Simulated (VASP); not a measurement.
# Se (P3_121) in VASP: notebook

One crystal, Se, is run at these levels: PBEsol, PBE; tasks: equation of state.

Everything below comes from runs of VASP 6.6.1. Logs are shortened: lines on timing, memory, paths and dates and some standing lists are left out, and cuts for length are marked.

### 1 Starting point

It takes space group P3_121 (No. 152, trigonal). The conventional cell has a = 4.366 Å, b = 4.366 Å, c = 4.954 Å, α = 90.00°, β = 90.00°, γ = 120.00°. Around Se (site symmetry 2) lie 2 Se at 2.37 Å.

### 2 Equation of state, PBEsol, 25.63 Å³/atom (volume scaled by 0.94)

Contents of INCAR:

```
ALGO = Normal
EDIFF = 1E-7
ENCUT = 520
GGA = PS
ISIF = 2
ISMEAR = -1
LASPH = True
LCHARG = False
LREAL = False
LWAVE = False
NBANDS = 16
NELM = 100
PREC = Accurate
SIGMA = 0.05
```

Contents of KPOINTS:

```
k-points
0
Gamma
  7 7 6
```

Contents of POSCAR:

```
Se
1.0
    4.2770688679      0.0000000000      0.0000000000
   -2.1385344339      3.7040502933      0.0000000000
    0.0000000000      0.0000000000      4.8524777481
Se
3
Direct
    0.7746000000      0.7746000000      0.0000000000
    0.0000000000      0.2254000000      0.6666666667
    0.2254000000      0.0000000000      0.3333333333
```

Potentials or basis: VASP PAW PBE potentials, release 64 (Se).

Launch:

```sh
> cat potpaw_PBE.64/Se/POTCAR > POTCAR
> mpirun -np 1 vasp_std > vasp.out
```

OUTCAR:

```text
EDIFF = 1E-7
   ENCUT = 520
   GGA = PS
   ISIF = 2
   ISMEAR = -1
   LASPH = True
   LREAL = False
   NELM = 100
   PREC = Accurate

 Found     40 irreducible k-points:

 Following reciprocal coordinates:
            Coordinates               Weight
  0.000000  0.000000  0.000000      1.000000
  0.142857  0.000000  0.000000      6.000000
  0.285714 -0.000000  0.000000      6.000000
  0.428571  0.000000  0.000000      6.000000
  0.142857  0.142857  0.000000      6.000000
  0.285714  0.142857  0.000000     12.000000
   k-points           NKPTS =     40   k-points in BZ     NKDIM =     40   number of bands    NBANDS=     16
   number of dos      NEDOS =    301   number of ions     NIONS =      3
   total plane-waves  NPLWV =  36864
   dimension x,y,z NGX =    32 NGY =   32 NGZ =   36
   dimension x,y,z NGXF=    64 NGYF=   64 NGZF=   72
   ions per type =               3
   NGX,Y,Z   is equivalent  to a cutoff of  12.44, 12.44, 12.33 a.u.
   NGXF,Y,Z  is equivalent  to a cutoff of  24.88, 24.88, 24.67 a.u.
 SYSTEM =  unknown system
   PREC   = accura    normal or accurate (medium, high low for compatibility)
   ISTART =      0    job   : 0-new  1-cont  2-samecut
   ICHARG =      2    charge: 1-file 2-atom 10-const
   ISPIN  =      1    spin polarized calculation?
   LNONCOLLINEAR =      F non collinear calculations
   LSORBIT =      F    spin-orbit coupling
   LASPH  =      T    aspherical Exc in radial PAW
   ENCUT  =  520.0 eV  38.22 Ry    6.18 a.u.   7.95  7.95  9.02*2*pi/ulx,y,z
   NELM   =    100;   NELMIN=  2; NELMDL= -5     # of ELM steps
   EDIFF  = 0.1E-06   stopping-criterion for ELM
   LREAL  =      F    real-space projection
   EDIFFG = 0.1E-05   stopping-criterion for IOM
   NSW    =      0    number of steps for IOM
   IBRION =     -1    ionic relax: 0-MD 1-quasi-New 2-CG
   NFREE  =      0    steps in history (QN), initial steepest desc. (CG)
   ISIF   =      2    stress and relaxation
   ISYM   =      2    0-nonsym 1-usesym 2-fastsym
   POTIM  = 0.5000    time-step for ionic-motion
   TEBEG  =    0.0;   TEEND  =   0.0 temperature during run
   PSTRESS=    0.0 pullay stress
   NELECT =      18.0000    total number of electrons
   NUPDOWN=      -1.0000    fix difference up-down
   EMIN   =  10.00;   EMAX   =-10.00  energy-range for DOS
   EFERMI =   0.00;   METHOD = LEGACY
   ISMEAR =    -1;   SIGMA  =   0.05  broadening in eV -4-tet -1-fermi 0-gaus
   EFERMI_NEDOS =   21; number of points for ismear=-14 and -15
   IALGO  =     38    algorithm
   IMIX   =      4    mixing-type and parameters
     AMIX     =   0.40;   BMIX     =  1.00
     AMIX_MAG =   1.60;   BMIX_MAG =  1.00
  volume/ion in A,a.u.               =      25.63       172.93
  Fermi-wavevector in a.u.,A,eV,Ry     =   1.009029  1.906787 13.852616  1.018139
  Thomas-Fermi vector in A             =   2.141932
   LORBIT       =      0    0 simple, 1 ext, 2 COOP (PROOUT), +10 PAW based schemes
   GGA     = PS    functional components
   LHFCALC =     F    Hartree Fock is set to
   AEXX    =    0.0000 exact exchange contribution
   IVDW    =     0    specifies the selected vdW correction
   LEPSILON=     F    determine dielectric tensor
   LRPA    =     F    only Hartree local field effects (RPA)
 non-spin polarized calculation
  energy-cutoff  :      520.00
  volume of cell :       76.88
 maximum number of plane-waves:      2086
   NGX = 15   NGY = 15   NGZ = 19

 number of electron      17.9999998 magnetization

 Free energy of the ion-electron system (eV)
  ---------------------------------------------------
  ext. energy  EPLUGINS =         0.00000000
  ---------------------------------------------------
  free energy    TOTEN  =       -11.41539104 eV

  energy without entropy =      -11.41539027  energy(sigma->0) =      -11.41539065

 E-fermi :   3.8036     XC(G=0):  -9.3046

 val. band max:        3.2465286667   @ k =   0.4286   0.1429   0.5000
 cond. band min:       4.3195773781   @ k =   0.0000   0.0000   0.5000
 fundamental gap:      1.0730487113
 Fermi energy:         3.8036433719

 k-point     1 :       0.0000    0.0000    0.0000
  band No.  band energies     occupation
      1     -13.1904      2.00000
      2      -8.6961      2.00000
      3      -8.6961      2.00000
      4      -0.8813      2.00000
      5      -0.8100      2.00000
      6      -0.8100      2.00000
[... 8 lines left out ...]
     15       9.4061      0.00000
     16      11.4672      0.00000

 k-point     2 :       0.1429    0.0000    0.0000
  band No.  band energies     occupation
      1     -13.1027      2.00000
      2      -8.7754      2.00000
      3      -8.6834      2.00000
      4      -1.5706      2.00000
      5      -1.1119      2.00000
      6      -0.6045      2.00000
[... 8 lines left out ...]
     15      10.2749      0.00000
     16      11.4017      0.00000

 k-point     3 :       0.2857   -0.0000    0.0000
  band No.  band energies     occupation
      1     -12.8843      2.00000
      2      -8.9974      2.00000
      3      -8.6541      2.00000
      4      -2.1642      2.00000
      5      -1.5335      2.00000
      6      -0.6837      2.00000
[... 8 lines left out ...]
     15      11.2706      0.00000
     16      12.2442      0.00000

 k-point     4 :       0.4286    0.0000    0.0000
  band No.  band energies     occupation
      1     -12.6800      2.00000
      2      -9.2266      2.00000
      3      -8.6298      2.00000
      4      -2.3731      2.00000
      5      -1.7978      2.00000
      6      -0.6137      2.00000
[... 8 lines left out ...]
     15      12.3870      0.00000
     16      13.2170      0.00000

 k-point     5 :       0.1429    0.1429    0.0000
  band No.  band energies     occupation
      1     -12.9486      2.00000
      2      -8.9050      2.00000
      3      -8.6876      2.00000
      4      -1.9802      2.00000
      5      -1.6024      2.00000
      6      -0.4774      2.00000
[... 8 lines left out ...]
     15      11.0271      0.00000
     16      11.5997      0.00000

 k-point     6 :       0.2857    0.1429    0.0000
  band No.  band energies     occupation
      1     -12.7304      2.00000
      2      -9.1005      2.00000
      3      -8.7111      2.00000
      4      -2.2634      2.00000
      5      -1.9045      2.00000
      6      -0.4501      2.00000
[... 8 lines left out ...]
     15      11.9981      0.00000
     16      12.6701      0.00000

 [... further k-points ...]

------------------------ aborting loop because EDIFF is reached ----------------------------------------

  FORCE on cell =-STRESS in cart. coord.  units (eV):
  Direction    XX          YY          ZZ          XY          YZ          ZX
  --------------------------------------------------------------------------------------
  -------------------------------------------------------------------------------------
  Total        1.5089367      1.5089367      3.4226488      0.0000000      0.0000000      0.0000000
  in kB       31.4481369     31.4481369     71.3323029      0.0000000      0.0000000      0.0000000
  external PRESSURE =      44.7428589 kB  Pullay stress =       0.0000000 kB

 VOLUME and BASIS-vectors are now :
 -----------------------------------------------------------------------------
  energy-cutoff  :      520.00
  volume of cell :       76.88
      direct lattice vectors                 reciprocal lattice vectors
     4.277068868  0.000000000  0.000000000     0.233804980  0.134987368  0.000000000
    -2.138534434  3.704050293  0.000000000     0.000000000  0.269974736  0.000000000
     0.000000000  0.000000000  4.852477748     0.000000000  0.000000000  0.206080286

 POSITION                                       TOTAL-FORCE (eV/Angst)
 -----------------------------------------------------------------------------------
      1.65651      2.86916      0.00000        -0.521547     -0.903346      0.000000
     -0.48203      0.83489      3.23499        -0.521547      0.903346      0.000000
      0.96405      0.00000      1.61749         1.043094     -0.000000      0.000000
 -----------------------------------------------------------------------------------
    total drift:                               -0.000000     -0.000000      0.000000

  FREE ENERGIE OF THE ION-ELECTRON SYSTEM (eV)
  ---------------------------------------------------
  free  energy   TOTEN  =       -11.4153910394 eV

  energy  without entropy=      -11.4153902682  energy(sigma->0) =      -11.41539065
```

Run time: 30 s. Hardware: 1 thread of Intel Xeon Platinum 8259CL at 2.50GHz (Skylake/Cascade Lake), shared host; peak memory 0.2 GiB.

Results:

* Free energy: -11.4154 eV
* Pressure: 4.5 GPa
* Largest force: 1.043 eV/Å
* Band gap on the k mesh: 1.07 eV, indirect (least direct gap 1.51 eV)

Caveat: the PAW data sets were made with another functional, which shifts forces and pressure a little; an odd mesh through Γ misses points on the zone boundary, where band edges often lie.

### 3 Equation of state, PBEsol, 26.17 Å³/atom (volume scaled by 0.96)

INCAR is that of step 2.

KPOINTS is that of step 2.

Contents of POSCAR:

```
Se
1.0
    4.3071900636      0.0000000000      0.0000000000
   -2.1535950318      3.7301360140      0.0000000000
    0.0000000000      0.0000000000      4.8866512526
Se
3
Direct
    0.7746000000      0.7746000000      0.0000000000
    0.0000000000      0.2254000000      0.6666666667
    0.2254000000      0.0000000000      0.3333333333
```

Potentials or basis: VASP PAW PBE potentials, release 64 (Se).

Launch:

```sh
> cat potpaw_PBE.64/Se/POTCAR > POTCAR
> mpirun -np 1 vasp_std > vasp.out
```

Wall time 30 s (1 thread of Intel Xeon Platinum 8259CL at 2.50GHz (Skylake/Cascade Lake), shared host); peak memory 0.19 GiB.

It converged, with:

| Property | Result |
| --- | --- |
| Free energy | -11.4532 eV |
| Pressure | 3.0 GPa |
| Largest force | 0.789 eV/Å |
| Band gap on the k mesh | 1.10 eV, indirect (least direct gap 1.48 eV) |

Caveat: the PAW data sets were made with another functional, which shifts forces and pressure a little; an odd mesh through Γ misses points on the zone boundary, where band edges often lie.

### 4 Equation of state, PBEsol, 26.72 Å³/atom (volume scaled by 0.98)

INCAR is that of step 3.

KPOINTS is that of step 3.

Contents of POSCAR:

```
Se
1.0
    4.3368957613      0.0000000000      0.0000000000
   -2.1684478807      3.7558619029      0.0000000000
    0.0000000000      0.0000000000      4.9203533607
Se
3
Direct
    0.7746000000      0.7746000000      0.0000000000
    0.0000000000      0.2254000000      0.6666666667
    0.2254000000      0.0000000000      0.3333333333
```

Launch:

```sh
> cat potpaw_PBE.64/Se/POTCAR > POTCAR
> mpirun -np 1 vasp_std > vasp.out
```

Wall time 32 s (1 thread of Intel Xeon Platinum 8259CL at 2.50GHz (Skylake/Cascade Lake), shared host); peak memory 0.2 GiB.

It converged, with:

* Free energy: -11.4763 eV
* Pressure: 1.6 GPa
* Largest force: 0.553 eV/Å
* Band gap on the k mesh: 1.12 eV, indirect (least direct gap 1.46 eV)

Caveat: the PAW data sets were made with another functional, which shifts forces and pressure a little; an odd mesh through Γ misses points on the zone boundary, where band edges often lie.

(Part 1 of 2 ends here.)
